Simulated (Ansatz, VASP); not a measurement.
# Cross-check of Si (Si strained to the junction's net) between VASP and Ansatz, part 2 of 2

Wanted: the spread between two codes on one cell, functional and k mesh. Of the first pair: The structure shown is the start of the Ansatz relaxation below; VASP solves that cell, so the two are compared at the walk's first step.

VASP 6.6.1 and Ansatz 0.2.0.

So far. Step 3 (VASP: single point, PBE, start cell, pair 1): The run ends at a pressure of 0.35 GPa, with forces up to 0.064 eV/Å.

**5. Ansatz: relaxation, PBE**

Level of this step: Ansatz beside VASP: Kohn-Sham DFT, plane waves, PBE (Ansatz).

This run makes the geometry at which the two programs are then compared. The cell compared in this pair holds 122.04 Å³, against 122.18 Å³ for the pair before.

The structure compared here is the end of the Ansatz relaxation.

input.yaml

```yaml
crystal:
  lattice:
    - [3.854, 0.0, 0.0]
    - [-1.927, 3.3376619062, 0.0]
    - [0.0, 0.0, 9.4981070315]
  atoms:
    - { symbol: Si, position: [0.0, 0.0, 0.0] }
    - { symbol: Si, position: [0.0, 0.0, 0.25] }
    - { symbol: Si, position: [0.3333333333, 0.6666666667, 0.3333333333] }
    - { symbol: Si, position: [0.3333333333, 0.6666666667, 0.5833333333] }
    - { symbol: Si, position: [0.6666666667, 0.3333333333, 0.6666666667] }
    - { symbol: Si, position: [0.6666666667, 0.3333333333, 0.9166666667] }
kpoints:
  mp_grid: { grid: [12, 12, 3] }
scf:
  occupations: { method: fermi_dirac, width: 0.1 }
  max_iter: 150
hamiltonian:
  xc: pbe
relax:
  f_tol: 0.01
  max_steps: 40
  cell: { fix: [a, b, angles] }
```

The run is started by

```bash
> ansatz run input.yaml --threads 8 --pin off --max-ram 24576MiB --backend cpu --events-out ev --progress --plain --runs-dir out
```

Numbers of over 12 decimals in the logs are rounded to 6 here.

The program printed:

```text
[...]
Crystal: 6 atoms, lattice volume = 122.177 Å³
Basis set: ecut = 420 eV, 2407 PW (Γ), exchange–correlation on 54×54×128 points (8 copies of the dense FFT grid, shifted against one another)
Bands: 18, of which v1, the nominal top of the filled ones, is band 12 counted from 1 (11 counted from 0)
Symmetry: 36 space group operations
[...]
k-points: 50 of 432
[...]
cell:  # Å, volume = 122.0442 Å³
    - [3.854000, 0, 0]
    - [-1.927000, 3.337662, 0]
    - [0, 0, 9.487743]
  atoms:
    - { symbol: Si, position: [0, 0, 0.000214406] }
    - { symbol: Si, position: [0, 0, 0.249786] }
    - { symbol: Si, position: [0.333333, 0.666667, 0.333548] }
    - { symbol: Si, position: [0.333333, 0.666667, 0.583119] }
    - { symbol: Si, position: [0.666667, 0.333333, 0.666881] }
    - { symbol: Si, position: [0.666667, 0.333333, 0.916452] }
[key lines of the parts left out:]
SCF converged after 5 iterations
Free energy (F): -3814.859021 eV
Fermi energy:    6.376934 eV
P = ⅓ Tr σ = 0.5254 GPa (5.254 kbar)
```

**6. VASP: single point, PBE, relaxed cell, pair 2**

The same cell, functional, mesh and smearing now go to VASP, with its own data sets.

INCAR

```
SYSTEM = Si
PREC = Accurate
ENCUT = 500
EDIFF = 1E-06
NELM = 120
ISMEAR = -1
SIGMA = 0.1
LREAL = .FALSE.
ALGO = Normal
GGA = PE
NBANDS = 18
LORBIT = 11
LWAVE = .FALSE.
LCHARG = .FALSE.
ISIF = 2
LASPH = .TRUE.
GGA_COMPAT = .FALSE.
EFERMI = MIDGAP
KPAR = 2
```

POSCAR

```
Si
1.0
    3.8540000000      0.0000000000      0.0000000000
   -1.9270000000      3.3376619062      0.0000000000
    0.0000000000      0.0000000000      9.4877432151
Si
6
Direct
    0.0000000000      0.0000000000      0.0002144061
    0.0000000000      0.0000000000      0.2497855939
    0.3333333333      0.6666666667      0.3335477395
    0.3333333333      0.6666666667      0.5831189272
    0.6666666667      0.3333333333      0.6668810728
    0.6666666667      0.3333333333      0.9164522605
```

KPOINTS

```
Automatic mesh
0
Gamma
12 12 3
0 0 0
```

PAW data sets: Si (PBE family, release 64).

The run is started by

```bash
> mpirun -np 2 vasp_std
```

The program printed:

```text
[... set-up lines as in an earlier step ...]
 entering main loop
       N       E                     dE             d eps       ncg     rms          rms(c)
DAV:   1     0.487449539387E+02    0.48745E+02   -0.91157E+03  1800   0.104E+03
DAV:   2    -0.296012863897E+02   -0.78346E+02   -0.76152E+02  2304   0.149E+02
DAV:   3    -0.330149393016E+02   -0.34137E+01   -0.33911E+01  2412   0.300E+01
DAV:   4    -0.330599762915E+02   -0.45037E-01   -0.44976E-01  2498   0.398E+00
[...]
DAV:  11    -0.325479740721E+02    0.20826E-05   -0.40798E-06  2542   0.117E-02    0.672E-03
DAV:  12    -0.325479753816E+02   -0.13096E-05   -0.15855E-06  1710   0.783E-03    0.206E-03
DAV:  13    -0.325479752021E+02    0.17951E-06   -0.12043E-07  1212   0.241E-03
   1 F= -.32547975E+02 E0= -.32546840E+02  d E =-.227041E-02
```

OUTCAR, selected parts (step 6):

```text
  Total        0.5334933      0.5334933     -0.0528124      0.0000000      0.0000000      0.0000000
  in kB        7.0036204      7.0036204     -0.6933126      0.0000000      0.0000000      0.0000000
  external PRESSURE =       4.4379761 kB  Pullay stress =       0.0000000 kB

 POSITION                                       TOTAL-FORCE (eV/Angst)
 -----------------------------------------------------------------------------------
      0.00000      0.00000      0.00203        -0.000000     -0.000000      0.000176
      0.00000      0.00000      2.36990         0.000000      0.000000     -0.000176
     -0.00000      2.22511      3.16462        -0.000000      0.000000      0.000176
     -0.00000      2.22511      5.53248         0.000000     -0.000000     -0.000176
      1.92700      1.11255      6.32720        -0.000000     -0.000000      0.000176
      1.92700      1.11255      8.69506         0.000000      0.000000     -0.000176
 -----------------------------------------------------------------------------------
    total drift:                                0.000000      0.000000     -0.000000

  FREE ENERGIE OF THE ION-ELECTRON SYSTEM (eV)
  ---------------------------------------------------
  free  energy   TOTEN  =       -32.5479752021 eV

  energy  without entropy=      -32.5457047928  energy(sigma->0) =      -32.54684000

[... 1 part as in an earlier step ...]

[... 2 further parts left out ...]
[key lines of the parts left out:]
E-fermi :   5.9809
```

The run ends at a pressure of 0.44 GPa, with forces up to 1.8e-4 eV/Å.

**7. Comparison**

What differs besides the data sets and the points named for the pairs above, as far as they apply: the cutoff is 420 eV in Ansatz and 500 eV in VASP; Ansatz's pressure holds a Pulay correction, VASP's none. Total energies have different zeros and are not compared.

Both answers:

```tsv
quantity	Ansatz	VASP	difference
pressure (GPa)	0.53	0.44	+0.08
gap on the k mesh (eV)	0.701	0.703	-0.002
```

A gap on the mesh is an upper bound, since the band edges may lie between its points.

**8. What came out**

| Item | Value |
| --- | --- |
| r.m.s. force difference (single point, PBE, start cell, pair 1) | 0.23 meV/Å |
| difference in gap on the k mesh (single point, PBE, relaxed cell, pair 2) | -0.0018 eV |

In words: The difference in gap on the k mesh is -0.0018 eV (single point, PBE, relaxed cell, pair 2), within the 0.08 eV picked in this series as the mark of a large difference. How closely two codes agree says nothing of how well the functional describes the real material.

[Lines on the potential files, build, host, timing and source positions are cut from VASP's logs without a mark.]

[Logs are printed without paths, hosts, clocks, repeated set-up lines and the standing remarks that a program may print on its own settings, such as how far it seeks lower states.]

[Hosts, paths, dates, database ids (printed as entryN), source tags and the programs' standing remarks are cut or masked in the printed files.]
